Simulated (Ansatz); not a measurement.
Born–Oppenheimer molecular dynamics of a periodic cell of 16 atoms, Li (start crystal Li, start structure bcc, volume 1 times the crystal's). It goes on from the last frame of an earlier run, with new velocities.

Method: Ansatz 0.2.0, DFT PBE, scalar-relativistic, plane waves, PAW. Settings: accuracy low, cutoff 420 eV, k mesh 3x3x3, fermi-dirac smearing 0.16 eV, no spin polarisation.

```
ensemble             : NVT, Langevin thermostat
time step            : 1 fs
steps asked          : 129
set temperature      : 1440 K
friction             : 0.02 /fs
temperature schedule : 97 steps to 300 K, then 32 steps to 300 K
seed                 : 410131
```

Frames 1 fs apart, positions in Å.

Velocities at 90.0 fs (Å/ps):

```
Li -11.01 -13.90 -7.12
Li 14.73 -8.95 -1.82
Li 3.15 20.09 2.44
Li -2.00 -13.53 -10.13
Li -6.64 -1.66 12.88
Li -8.16 -2.61 7.63
Li -1.02 0.50 10.38
Li 12.18 1.08 -8.15
Li 9.32 -1.69 -3.74
Li -6.14 -8.50 -8.29
Li -4.48 16.28 -0.52
Li -20.08 2.96 3.37
Li -2.82 9.72 5.64
Li 3.60 -18.24 -0.27
Li 12.39 -7.66 -2.04
Li -8.30 3.96 4.98
```

```xyz
16
Lattice="6.9800 0.0000 0.0000 0.0000 6.9800 0.0000 0.0000 0.0000 6.9800" Properties=species:S:1:pos:R:3 time_fs=90.0 energy_less_start_eV=-0.929 T=668
Li -0.209 0.596 -0.476
Li 4.398 -0.295 0.178
Li 0.826 3.195 0.967
Li -0.624 -0.782 2.735
Li 2.522 1.281 1.727
Li 3.234 3.758 0.206
Li 3.822 0.143 3.856
Li 5.422 2.182 1.151
Li 0.518 2.637 3.718
Li 2.371 5.861 1.257
Li 2.304 1.314 5.855
Li 2.660 4.549 4.189
Li 4.624 4.470 2.426
Li 4.752 2.353 5.198
Li 0.989 5.507 6.214
Li 5.632 5.138 5.088
16
Lattice="6.9800 0.0000 0.0000 0.0000 6.9800 0.0000 0.0000 0.0000 6.9800" Properties=species:S:1:pos:R:3 time_fs=91.0 energy_less_start_eV=-0.919 T=657
Li -0.220 0.582 -0.484
Li 4.413 -0.304 0.176
Li 0.829 3.215 0.969
Li -0.625 -0.795 2.725
Li 2.515 1.279 1.740
Li 3.226 3.754 0.214
Li 3.820 0.143 3.866
Li 5.435 2.182 1.144
Li 0.527 2.636 3.714
Li 2.363 5.854 1.249
Li 2.300 1.330 5.854
Li 2.640 4.552 4.193
Li 4.620 4.480 2.432
Li 4.756 2.334 5.197
Li 1.002 5.499 6.212
Li 5.624 5.141 5.092
16
Lattice="6.9800 0.0000 0.0000 0.0000 6.9800 0.0000 0.0000 0.0000 6.9800" Properties=species:S:1:pos:R:3 time_fs=92.0 energy_less_start_eV=-0.909 T=659
Li -0.230 0.570 -0.493
Li 4.426 -0.313 0.173
Li 0.832 3.236 0.970
Li -0.624 -0.805 2.715
Li 2.509 1.279 1.753
Li 3.218 3.749 0.222
Li 3.820 0.142 3.877
Li 5.449 2.181 1.139
Li 0.535 2.635 3.711
Li 2.354 5.850 1.243
Li 2.295 1.347 5.854
Li 2.621 4.554 4.197
Li 4.616 4.490 2.438
Li 4.761 2.315 5.197
Li 1.014 5.491 6.208
Li 5.615 5.146 5.097
16
Lattice="6.9800 0.0000 0.0000 0.0000 6.9800 0.0000 0.0000 0.0000 6.9800" Properties=species:S:1:pos:R:3 time_fs=93.0 energy_less_start_eV=-0.896 T=618
Li -0.241 0.560 -0.503
Li 4.437 -0.324 0.170
Li 0.834 3.257 0.973
Li -0.622 -0.813 2.704
Li 2.503 1.279 1.766
Li 3.209 3.745 0.229
Li 3.820 0.141 3.889
Li 5.464 2.180 1.135
Li 0.543 2.634 3.709
Li 2.345 5.847 1.236
Li 2.291 1.362 5.854
Li 2.601 4.556 4.199
Li 4.610 4.500 2.444
Li 4.768 2.295 5.197
Li 1.025 5.483 6.204
Li 5.607 5.149 5.102
16
Lattice="6.9800 0.0000 0.0000 0.0000 6.9800 0.0000 0.0000 0.0000 6.9800" Properties=species:S:1:pos:R:3 time_fs=94.0 energy_less_start_eV=-0.880 T=553
Li -0.252 0.551 -0.512
Li 4.446 -0.335 0.165
Li 0.836 3.277 0.975
Li -0.620 -0.819 2.695
Li 2.499 1.279 1.778
Li 3.199 3.740 0.234
Li 3.818 0.141 3.901
Li 5.478 2.180 1.131
Li 0.553 2.634 3.707
Li 2.337 5.845 1.228
Li 2.289 1.376 5.853
Li 2.583 4.557 4.201
Li 4.603 4.509 2.450
Li 4.776 2.277 5.197
Li 1.036 5.475 6.200
Li 5.601 5.152 5.106
16
Lattice="6.9800 0.0000 0.0000 0.0000 6.9800 0.0000 0.0000 0.0000 6.9800" Properties=species:S:1:pos:R:3 time_fs=95.0 energy_less_start_eV=-0.866 T=546
Li -0.264 0.542 -0.521
Li 4.456 -0.346 0.160
Li 0.839 3.298 0.977
Li -0.615 -0.824 2.688
Li 2.497 1.278 1.790
Li 3.190 3.734 0.236
Li 3.816 0.141 3.913
Li 5.490 2.179 1.125
Li 0.562 2.635 3.703
Li 2.329 5.843 1.222
Li 2.287 1.391 5.852
Li 2.566 4.558 4.203
Li 4.595 4.516 2.456
Li 4.783 2.260 5.196
Li 1.046 5.465 6.196
Li 5.595 5.152 5.110
16
Lattice="6.9800 0.0000 0.0000 0.0000 6.9800 0.0000 0.0000 0.0000 6.9800" Properties=species:S:1:pos:R:3 time_fs=96.0 energy_less_start_eV=-0.857 T=504
Li -0.276 0.535 -0.531
Li 4.465 -0.358 0.154
Li 0.840 3.317 0.978
Li -0.609 -0.828 2.681
Li 2.495 1.278 1.801
Li 3.182 3.728 0.236
Li 3.815 0.140 3.925
Li 5.500 2.178 1.121
Li 0.570 2.638 3.700
Li 2.320 5.841 1.218
Li 2.282 1.405 5.851
Li 2.548 4.558 4.204
Li 4.586 4.524 2.462
Li 4.791 2.244 5.195
Li 1.053 5.452 6.192
Li 5.589 5.151 5.114
16
Lattice="6.9800 0.0000 0.0000 0.0000 6.9800 0.0000 0.0000 0.0000 6.9800" Properties=species:S:1:pos:R:3 time_fs=97.0 energy_less_start_eV=-0.849 T=497
Li -0.288 0.530 -0.542
Li 4.474 -0.371 0.149
Li 0.841 3.336 0.979
Li -0.602 -0.831 2.674
Li 2.493 1.277 1.813
Li 3.175 3.721 0.235
Li 3.814 0.138 3.935
Li 5.510 2.179 1.117
Li 0.576 2.642 3.696
Li 2.311 5.840 1.214
Li 2.275 1.417 5.848
Li 2.530 4.558 4.205
Li 4.577 4.532 2.469
Li 4.798 2.232 5.193
Li 1.058 5.439 6.190
Li 5.583 5.149 5.117
16
Lattice="6.9800 0.0000 0.0000 0.0000 6.9800 0.0000 0.0000 0.0000 6.9800" Properties=species:S:1:pos:R:3 time_fs=98.0 energy_less_start_eV=-0.844 T=510
Li -0.300 0.525 -0.551
Li 4.482 -0.384 0.143
Li 0.842 3.355 0.980
Li -0.594 -0.833 2.667
Li 2.490 1.276 1.826
Li 3.169 3.711 0.235
Li 3.813 0.135 3.945
Li 5.518 2.179 1.113
Li 0.582 2.647 3.692
Li 2.299 5.837 1.212
Li 2.267 1.429 5.844
Li 2.512 4.558 4.204
Li 4.567 4.539 2.475
Li 4.807 2.220 5.191
Li 1.062 5.427 6.187
Li 5.576 5.147 5.122
16
Lattice="6.9800 0.0000 0.0000 0.0000 6.9800 0.0000 0.0000 0.0000 6.9800" Properties=species:S:1:pos:R:3 time_fs=99.0 energy_less_start_eV=-0.842 T=524
Li -0.311 0.520 -0.561
Li 4.491 -0.397 0.136
Li 0.840 3.375 0.980
Li -0.586 -0.835 2.659
Li 2.488 1.276 1.840
Li 3.164 3.702 0.232
Li 3.812 0.131 3.954
Li 5.525 2.180 1.110
Li 0.587 2.652 3.689
Li 2.288 5.834 1.212
Li 2.259 1.441 5.840
Li 2.493 4.559 4.204
Li 4.560 4.545 2.481
Li 4.817 2.208 5.189
Li 1.065 5.415 6.183
Li 5.571 5.143 5.127
16
Lattice="6.9800 0.0000 0.0000 0.0000 6.9800 0.0000 0.0000 0.0000 6.9800" Properties=species:S:1:pos:R:3 time_fs=100.0 energy_less_start_eV=-0.844 T=503
Li -0.323 0.515 -0.571
Li 4.500 -0.411 0.130
Li 0.839 3.396 0.979
Li -0.577 -0.836 2.652
Li 2.486 1.278 1.853
Li 3.161 3.693 0.229
Li 3.811 0.127 3.962
Li 5.532 2.180 1.108
Li 0.592 2.655 3.685
Li 2.278 5.832 1.214
Li 2.251 1.453 5.837
Li 2.474 4.560 4.204
Li 4.554 4.552 2.486
Li 4.829 2.198 5.187
Li 1.067 5.401 6.179
Li 5.565 5.137 5.129
16
Lattice="6.9800 0.0000 0.0000 0.0000 6.9800 0.0000 0.0000 0.0000 6.9800" Properties=species:S:1:pos:R:3 time_fs=101.0 energy_less_start_eV=-0.848 T=534
Li -0.335 0.510 -0.579
Li 4.508 -0.423 0.124
Li 0.836 3.417 0.977
Li -0.567 -0.835 2.642
Li 2.487 1.281 1.868
Li 3.159 3.686 0.225
Li 3.809 0.124 3.968
Li 5.538 2.179 1.107
Li 0.596 2.658 3.682
Li 2.267 5.832 1.218
Li 2.244 1.463 5.834
Li 2.455 4.558 4.204
Li 4.548 4.559 2.491
Li 4.841 2.187 5.185
Li 1.070 5.388 6.174
Li 5.559 5.131 5.131
```

Of the whole run (129 fs, mean temperature of the second half 652 K): The schedule's set-point averaged 395 K over the second half and the system 652 K, so it lags behind the ramp. A run of 0.13 ps of so small a system gives no equilibrium averages. Limits of this set-up: coarse k mesh, low accuracy level.

Run time: 23 min on 1 thread of Arm Neoverse V1, on a shared host, peak memory 0.57 GiB.
